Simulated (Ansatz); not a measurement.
# AlCo3: magnetic order and moments

The task here is to estimate one member of a computed series from the others.

Program: Ansatz 0.2.0. Level of theory: DFT PBEsol, scalar-relativistic, plane waves, PAW. These are calculated values, not measurements.

1 further run of the same task is left out (set aside as unsound or not needed). Runs told in other sessions of the task aren't counted.

## The system as given

It takes space group Pm-3m (No. 221, cubic). The conventional cell has a = 3.575 Å, b = 3.575 Å, c = 3.575 Å, α = 90.00°, β = 90.00°, γ = 90.00°. Al (site symmetry m-3m) has 12 Co at 2.53 Å in its first shell of neighbours. Co (site symmetry 4/mmm) has 4 Al at 2.53 Å and 8 Co at 2.53 Å in its first shell of neighbours.

Structure file:

```
Al Co
1.0
     3.57495    0.00000    0.00000
     0.00000    3.57495    0.00000
     0.00000    0.00000    3.57495
Al Co
1 3
Direct
  0.00000 0.00000 0.00000
  0.50000 0.50000 0.00000
  0.50000 0.00000 0.50000
  0.00000 0.50000 0.50000
```

Source of the structure: the Materials Project (structure only). It is taken as it stands there.

## The base run, which the others are set against

input.yaml reads:

```yaml
crystal:
  lattice:
    - [3.574948, 0.0, 0.0]
    - [0.0, 3.574948, 0.0]
    - [0.0, 0.0, 3.574948]
  atoms:
    - { symbol: Al, position: [0.0, 0.0, 0.0] }
    - { symbol: Co, position: [0.5, 0.5, 0.0], spin: 1.46 }
    - { symbol: Co, position: [0.5, 0.0, 0.5], spin: 1.46 }
    - { symbol: Co, position: [0.0, 0.5, 0.5], spin: 1.46 }
basis:
  ecutwfc: 420
kpoints:
  mp_grid: { grid: [12, 12, 12] }
hamiltonian:
  xc: pbesol
scf:
  occupations: { method: gaussian, width: 0.1 }
output:
  forces: true
  stress: true
  eigenvalues: true
  populations: true
magnetization:
  spin_polarized: true
```

Its results, from an earlier run: -3951.0459 eV/atom at zero smearing, pressure -7.41 GPa, largest force 0.000 eV/Å, no gap on the mesh, site moments Al -0.06, Co +1.35 (×3) μB, in 14 SCF cycles and 17 s.

Set-up of the first run:

input.yaml reads:

```yaml
crystal:
  lattice:
    - [3.574948, 0.0, 0.0]
    - [0.0, 3.574948, 0.0]
    - [0.0, 0.0, 3.574948]
  atoms:
    - { symbol: Al, position: [0.0, 0.0, 0.0] }
    - { symbol: Co, position: [0.5, 0.5, 0.0] }
    - { symbol: Co, position: [0.5, 0.0, 0.5] }
    - { symbol: Co, position: [0.0, 0.5, 0.5] }
basis:
  ecutwfc: 420
kpoints:
  mp_grid: { grid: [12, 12, 12] }
hamiltonian:
  xc: pbesol
scf:
  occupations: { method: gaussian, width: 0.1 }
  lower_state_search: "off"
output:
  forces: true
  stress: true
  eigenvalues: true
```

Command:

```console
> ansatz run input.yaml --threads 1 --pin off --max-ram 2560MiB --backend cpu --events-out ev --progress --plain --runs-dir out
```

Steps of the session up to this table: Start: no spin polarisation; Magnetic start: ferromagnetic; Magnetic start: large parallel starting moments; Start: ferrimagnetic in the cell, signs ++-; Magnetic start: antiferromagnetic, doubled cell, propagation vector (0, 0, 1/2); Magnetic start: antiferromagnetic, doubled cell, propagation vector (0, 1/2, 1/2); Start: antiferromagnetic, doubled cell, propagation vector (1/2, 1/2, 1/2); Start: small parallel starting moments.

One of the session's tables, all rows but one given; the rest of the session is left out.

It belongs to the step «The magnetic starts in order of energy». 

```
                                                              start  energy above the lowest (meV/atom)  pressure (GPa)
                                                      ferromagnetic                                0.00            -7.4
                                    large parallel starting moments                                0.00            -7.4
                               ferrimagnetic in the cell, signs ++-                                0.00            -7.4
                                    small parallel starting moments                                0.00            -7.4
    antiferromagnetic, doubled cell, propagation vector (0, 0, 1/2)                                   ?               ?
  antiferromagnetic, doubled cell, propagation vector (0, 1/2, 1/2)                                39.9           -11.3
antiferromagnetic, doubled cell, propagation vector (1/2, 1/2, 1/2)                                51.2           -13.2
                                                            no spin                                52.4           -13.8
```

Estimate the missing values for antiferromagnetic, doubled cell, propagation vector (0, 0, 1/2).

As computed: energy above the lowest (meV/atom): 34.5; pressure (GPa): -10.7. In the column «energy above the lowest (meV/atom)» it lies between small parallel starting moments (0.00) and antiferromagnetic, doubled cell, propagation vector (0, 1/2, 1/2) (39.9).

Limits of these values: Warnings in the runs' records: minimisation memory short, seeded moment not kept.
